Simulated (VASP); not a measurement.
# What goes wrong when the modes of BaZrO3 are computed with a bad input, part 3 of 3

Aim: see how common mistakes in a phonon run show up, on BaZrO3. The starting structure is a measured crystal structure from the Crystallography Open Database.

VASP 6.6.1.

Results so far: reference T1u (3) 522.8 cm⁻¹; finite displacements, else as the reference T1u (3) 523.3 cm⁻¹.

### 5. Modes with a displacement typed far too large

Level of this step: LDA; plane waves and PAW (Ba_sv, Zr_sv, O) (VASP).

A slip made on purpose: a displacement typed far too large. Against step 2 the input has IBRION = 6, NFREE = 2, POTIM = 0.25 and no LEPSILON (also changed: NELM and NSW).

INCAR

```
SYSTEM = BaZrO3
PREC = Accurate
ENCUT = 520
EDIFF = 1E-08
NELM = 60
ISMEAR = 0
SIGMA = 0.03
LREAL = .FALSE.
ALGO = Normal
GGA = CA
NBANDS = 26
LORBIT = 11
LWAVE = .FALSE.
LCHARG = .FALSE.
KPAR = 4
IBRION = 6
NFREE = 2
POTIM = 0.25
NSW = 1
ISIF = 2
```

POSCAR

```
BaZrO3
1.0
    4.1592118745      0.0000000000      0.0000000000
    0.0000000000      4.1592118745      0.0000000000
    0.0000000000      0.0000000000      4.1592118745
Ba Zr O
1 1 3
Direct
    0.0000000000      0.0000000000      0.0000000000
    0.5000000000      0.5000000000      0.5000000000
    0.5000000000      0.5000000000      0.0000000000
    0.5000000000      0.0000000000      0.5000000000
    0.0000000000      0.5000000000      0.5000000000
```

KPOINTS

```
Automatic mesh
0
Gamma
6 6 6
0 0 0
```

Potentials, in the order of the species: Ba_sv, Zr_sv and O (LDA family, release 64).

Started as:

```console
$ mpirun -np 4 vasp_std
```

What it wrote:

```text
[... set-up lines as in an earlier step ...]
 entering main loop
       N       E                     dE             d eps       ncg     rms          rms(c)
[... 16 cycles as in an earlier step ...]
   1 F= -.45741249E+02 E0= -.45741249E+02  d E =-.605029E-20
[... from here on, the cycles between the ionic steps are left out ...]
   2 F= -.45740813E+02 E0= -.45740813E+02  d E =-.926661E-40
   3 F= -.45740813E+02 E0= -.45740813E+02  d E =-.111065E-37
   4 F= -.45740160E+02 E0= -.45740160E+02  d E =-.575668E-38
   5 F= -.45740160E+02 E0= -.45740160E+02  d E =-.580469E-38
   6 F= -.45740978E+02 E0= -.45740978E+02  d E =-.119941E-37
   7 F= -.45740978E+02 E0= -.45740978E+02  d E =-.119861E-37
   8 F= -.45739683E+02 E0= -.45739683E+02  d E =-.716442E-38
   9 F= -.45739683E+02 E0= -.45739683E+02  d E =-.713018E-38
 Finite differences progress:
  Degree of freedom:   4/  4
  Displacement:        2/  2
  Total:               8/  8
```

Elapsed: 2.7 min, on 4 MPI ranks of AMD EPYC 7R43, shared host; peak memory 1 GiB; 11 min of CPU time.

From OUTCAR (step 5):

```text
[... 6 parts as in an earlier step ...]

[... 1 further part left out ...]
[key lines of the parts left out:]
E-fermi :   3.9070
```

With a displacement typed far too large the modes are T1u (3) 523.3, T1u (2) 196.5, T2u 178.4, T1u (1) 105.4 cm⁻¹, as with finite displacements, else as the reference.

### 6. Modes with one-sided displacements

A slip made on purpose: one-sided displacements. Against step 2 the input has IBRION = 6, NFREE = 1, POTIM = 0.015 and no LEPSILON (also changed: NELM and NSW).

INCAR, as its differences from that of step 5:

```diff
@@ -16,4 +16,4 @@
 IBRION = 6
-NFREE = 2
-POTIM = 0.25
+NFREE = 1
+POTIM = 0.015
 NSW = 1
```

POSCAR is that of step 5.

KPOINTS is that of step 5.

Started as:

```console
$ mpirun -np 4 vasp_std
```

What it wrote:

```text
[... set-up lines as in an earlier step ...]
 entering main loop
       N       E                     dE             d eps       ncg     rms          rms(c)
[... 16 cycles as in an earlier step ...]
   1 F= -.45741249E+02 E0= -.45741249E+02  d E =-.605029E-20
[...]
2 F= -.45740813E+02 E0= -.45740813E+02  d E =-.926661E-40
[...]
3 F= -.45740160E+02 E0= -.45740160E+02  d E =-.410236E-38
[...]
4 F= -.45740978E+02 E0= -.45740978E+02  d E =-.117390E-37
[...]
5 F= -.45739683E+02 E0= -.45739683E+02  d E =-.715859E-38
 Finite differences progress:
  Degree of freedom:   4/  4
  Displacement:        1/  1
  Total:               4/  4
```

It took 90 s on 4 MPI ranks; peak memory 0.92 GiB.

From OUTCAR (step 6):

```text
  Total        0.0044497      0.0044497      0.0202843      0.0000000      0.0000000      0.0000000
  in kB        0.0990860      0.0990860      0.4516877      0.0000000      0.0000000      0.0000000
  external PRESSURE =       0.2166199 kB  Pullay stress =       0.0000000 kB

 POSITION                                       TOTAL-FORCE (eV/Angst)
 -----------------------------------------------------------------------------------
      0.00000      0.00000      0.00000        -0.000000      0.000000      0.017964
      2.07961      2.07961      2.07961         0.000000      0.000000      0.089223
      2.07961      2.07961      0.01500         0.000000      0.000000     -0.208868
      2.07961      0.00000      2.07961        -0.000000      0.000000      0.050841
      0.00000      2.07961      2.07961        -0.000000      0.000000      0.050841
 -----------------------------------------------------------------------------------
    total drift:                                0.000017     -0.000000     -0.000173

  FREE ENERGIE OF THE ION-ELECTRON SYSTEM (eV)
  ---------------------------------------------------
  free  energy   TOTEN  =       -45.7396828223 eV

  energy  without entropy=      -45.7396828223  energy(sigma->0) =      -45.73968282

[... 2 parts as in an earlier step ...]

[... 1 further part left out ...]
[key lines of the parts left out:]
E-fermi :   3.9070
```

With one-sided displacements the modes are T1u (3) 523.2, T1u (2) 196.5, T2u 177.9, T1u (1) 105.2 cm⁻¹; the largest shift is -0.5 cm⁻¹, in T2u, from finite displacements, else as the reference.

### 7. Modes with a structure that was not relaxed

A slip made on purpose: a structure that was not relaxed. Against step 2 the input has another starting structure (also changed: NELM).

INCAR, as its differences from that of step 6:

```diff
@@ -15,6 +15,4 @@
 KPAR = 4
-IBRION = 6
-NFREE = 1
-POTIM = 0.015
-NSW = 1
+IBRION = 8
+LEPSILON = .TRUE.
 ISIF = 2
```

POSCAR, as its differences from that of step 6:

```diff
@@ -2,5 +2,5 @@
 1.0
-    4.1592118745      0.0000000000      0.0000000000
-    0.0000000000      4.1592118745      0.0000000000
-    0.0000000000      0.0000000000      4.1592118745
+    4.1913400000      0.0000000000      0.0000000000
+    0.0000000000      4.1913400000      0.0000000000
+    0.0000000000      0.0000000000      4.1913400000
 Ba Zr O
```

KPOINTS is that of step 6.

Started as:

```console
$ mpirun -np 4 vasp_std
```

What it wrote:

```text
[... set-up lines as in an earlier step ...]
 entering main loop
       N       E                     dE             d eps       ncg     rms          rms(c)
DAV:   1     0.318085605005E+03    0.31809E+03   -0.22293E+04  1040   0.152E+03
DAV:   2    -0.322332334202E+02   -0.35032E+03   -0.34237E+03  1284   0.371E+02
DAV:   3    -0.525653801254E+02   -0.20332E+02   -0.20282E+02  1660   0.865E+01
DAV:   4    -0.530956991576E+02   -0.53032E+00   -0.52973E+00  1438   0.112E+01
[...]
DAV:  14    -0.457225005885E+02   -0.38042E-07   -0.89301E-07  1508   0.727E-03    0.352E-03
DAV:  15    -0.457225005659E+02    0.22537E-07   -0.90313E-08  1362   0.263E-03    0.744E-04
DAV:  16    -0.457225005651E+02    0.86584E-09   -0.18151E-08  1158   0.954E-04
   1 F= -.45722501E+02 E0= -.45722501E+02  d E =-.418735E-32
 Linear response reoptimize wavefunctions to high precision
DAV:   1    -0.457225005650E+02    0.39563E-10   -0.22106E-09   764   0.367E-04
DAV:   2    -0.457225005650E+02   -0.18190E-11   -0.26447E-10   616   0.103E-04
 Linear response G [H, r] |phi>, progress :
  Direction:   1
[...]
RMM:  48    -0.362608500597E+00    0.34050E-07    0.47671E-07  6385   0.216E-04    0.879E-07
 first order change of Fermi-energy   0.10814E-02
 force on displaced ion       3 direction 1 :  -2.509   0.000   0.000
 Born effective charge ion    3 direction 1 :  -2.013   0.000   0.000
 Linear response progress:
  Degree of freedom:   4/  4
       N       E                     dE             d eps       ncg     rms          rms(c)
RMM:   1    -0.380092654328E+00   -0.38009E+00    0.18340E-01  4055   0.270E+00
RMM:   2    -0.366926724949E+00    0.13166E-01   -0.37943E-02  3777   0.559E-01    0.160E-01
RMM:   3    -0.368352814854E+00   -0.14261E-02   -0.40079E-03  3611   0.241E-01    0.894E-02
RMM:   4    -0.370086663645E+00   -0.17338E-02   -0.14904E-03  3797   0.151E-01    0.282E-02
[...]
RMM:  21    -0.370406004423E+00   -0.24012E-06   -0.12615E-06  4610   0.249E-04    0.757E-05
RMM:  22    -0.370406050178E+00   -0.45755E-07   -0.20618E-07  4818   0.229E-04    0.750E-05
RMM:  23    -0.370406028141E+00    0.22037E-07   -0.11854E-06  4722   0.219E-04    0.646E-05
 first order change of Fermi-energy  -0.18601E-02
 force on displaced ion       3 direction 3 :   0.000  -0.000 -12.030
 Born effective charge ion    3 direction 3 :   0.000   0.000  -4.821
 Born effective charges drift removed
 Linear response finished
```

Elapsed: 13 min, on 4 MPI ranks; peak memory 1.9 GiB.

Parts of OUTCAR (step 7):

```text
  Total       -1.7582826     -1.7582826     -1.7582826      0.0000000     -0.0000000      0.0000000
  in kB      -38.2596148    -38.2596148    -38.2596148      0.0000000     -0.0000000      0.0000000
  external PRESSURE =     -38.2596148 kB  Pullay stress =       0.0000000 kB

 POSITION                                       TOTAL-FORCE (eV/Angst)
 -----------------------------------------------------------------------------------
      0.00000      0.00000      0.00000         0.000000      0.000000      0.000000
      2.09567      2.09567      2.09567         0.000000      0.000000      0.000000
      2.09567      2.09567      0.00000         0.000000      0.000000      0.000000
      2.09567      0.00000      2.09567         0.000000      0.000000      0.000000
      0.00000      2.09567      2.09567         0.000000      0.000000      0.000000
 -----------------------------------------------------------------------------------
    total drift:                                0.000000     -0.000000     -0.000000

 MACROSCOPIC STATIC DIELECTRIC TENSOR (including local field effects in DFT)
 ------------------------------------------------------
           4.937480     0.000000     0.000000
           0.000000     4.937480     0.000000
          -0.000000    -0.000000     4.937480
 ------------------------------------------------------

 MACROSCOPIC STATIC DIELECTRIC TENSOR IONIC CONTRIBUTION
 ------------------------------------------------------
          60.294315    -0.000000     0.000000
          -0.000000    60.294315     0.000000
           0.000000     0.000000    60.294315
 ------------------------------------------------------

[... 1 part as in an earlier step ...]

[... 1 further part left out ...]
```

With a structure that was not relaxed the modes are T1u (3) 491.8, T1u (2) 193.3, T2u 182.8, T1u (1) 94.5 cm⁻¹; the largest shift is -31.0 cm⁻¹, in T1u (3), from the reference.

### 8. All runs side by side

```
                                        run                 ended  T1u (3)  T1u (2)    T2u  T1u (1)                method  core minutes
                                  reference             converged    522.8    196.0  177.6    105.2   perturbation theory          53.9
finite displacements, else as the reference             converged    523.3    196.5  178.4    105.4  finite displacements          9.61
               a loose electronic threshold  finished, not usable        -        -      -        -  finite displacements          5.47
         a displacement typed far too large             converged    523.3    196.5  178.4    105.4  finite displacements          10.9
                    one-sided displacements             converged    523.2    196.5  177.9    105.2  finite displacements          6.01
           a structure that was not relaxed             converged    491.8    193.3  182.8     94.5   perturbation theory          52.8
```

Modes are in cm⁻¹, degenerate ones as one, matched between runs by symmetry and order. A number in brackets counts the listed modes of one symmetry from the lowest. The symmetry labels come from an automatic analysis and can be wrong where levels nearly coincide. Core minutes are wall time times ranks of the run shown, on a shared host.

### 9. Results

```
T1u (3), reference                                   : 522.8 cm⁻¹
T1u (1), reference                                   : 105.2 cm⁻¹
T1u (3), finite displacements, else as the reference : 523.3 cm⁻¹
T1u (1), finite displacements, else as the reference : 105.4 cm⁻¹
T1u (3), a displacement typed far too large          : 523.3 cm⁻¹
T1u (1), a displacement typed far too large          : 105.4 cm⁻¹
T1u (3), one-sided displacements                     : 523.2 cm⁻¹
T1u (1), one-sided displacements                     : 105.2 cm⁻¹
T1u (3), a structure that was not relaxed            : 491.8 cm⁻¹
T1u (1), a structure that was not relaxed            : 94.5 cm⁻¹
run with a loose electronic threshold                : finished, not usable
```

Finished, but so rough that the translations don't all come out near zero: a loose electronic threshold. Finished, but with signs in the output that stand out against the reference: a structure that was not relaxed, with modes off by up to -31 cm⁻¹, in T1u (3) (signs: a pressure of -3.8 GPa on the undisplaced cell). Little came of one-sided displacements in this material. The displacement typed far too large never took effect: VASP put its default in its place. Runs with finite displacements are held against the sound run of that kind. The reference (perturbation theory) and the sound run with finite displacements differ by +0.8 cm⁻¹ in T2u themselves, and which lies nearer isn't tested. The dielectric constants and Born charges in the logs aren't compared here; at a small gap they can be far off, and in a run without a gap they mean nothing. The frequencies are harmonic, and the splitting of polar modes by their long-range field is left out. Further runs on this material are not shown.

[Lines on the potential files, build, host, timing and source positions are cut from VASP's logs without a mark.]

[Logs are printed without paths, hosts, clocks, repeated set-up lines and the standing remarks that a program may print on its own settings, such as how far it seeks lower states.]

[Hosts, paths, dates, database ids (printed as entryN), source tags and the programs' standing remarks are cut or masked in the printed files.]
